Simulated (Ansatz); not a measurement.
A 3-atom cell of HfS2 (P-3m1) from a materials database (r2SCAN+rVV10 geometry), in Ansatz:

Space group P-3m1 (No. 164). a = 3.630 Å, b = 3.630 Å, c = 5.879 Å, α = 90.00°, β = 90.00°, γ = 120.00°

| atom | site | symmetry | x | y | z |
| --- | --- | --- | --- | --- | --- |
| Hf | 1a | -3m. | 0.0000 | 0.0000 | 0.0000 |
| S | 2d | 3m. | 0.6667 | 0.3333 | 0.7554 |

G0W0@PBE with 252 empty bands, a screening cutoff of 140 eV and a 6×6×2 mesh (PAW, contour deformation) gives 1.921 eV over the mesh points, from a PBE gap of 1.034 eV; it sums over 271 bands with 251 plane waves in the screening and a wave cutoff of 420 eV. No extrapolation in bands, cutoff or mesh was made for G0W0. Spin-unpolarised throughout; all numbers are computed.

Problem. Another run gave a Kohn-Sham gap of 1.355 eV and a G0W0 gap of 2.127 eV, summing over 271 bands with 251 plane waves in the screening and a wave cutoff of 500 eV. What was changed?

Solution. Starting point r2SCAN, with them a wave cutoff of 500 eV. The Kohn-Sham gap has moved while bands and screening basis stay; the higher wave cutoff is that of a meta-GGA.

Problem. Estimate the gap with empty bands 109, screening cutoff 80 eV.

Solution. 1.844 eV (-0.077 eV), from a Kohn-Sham gap of 1.034 eV.

Problem. Estimate the gap with starting point HSE06.

Solution. 2.303 eV (+0.382 eV), from a Kohn-Sham gap of 1.871 eV.

Problem. Another run gave a Kohn-Sham gap of 0.874 eV and a G0W0 gap of 1.888 eV, summing over 271 bands with 251 plane waves in the screening and a wave cutoff of 420 eV. What was changed?

Solution. Starting point LDA. The Kohn-Sham gap has moved while bands and screening basis stay.

Spin-orbit coupling is left out, which matters wherever the heavy atoms make up the band edges.
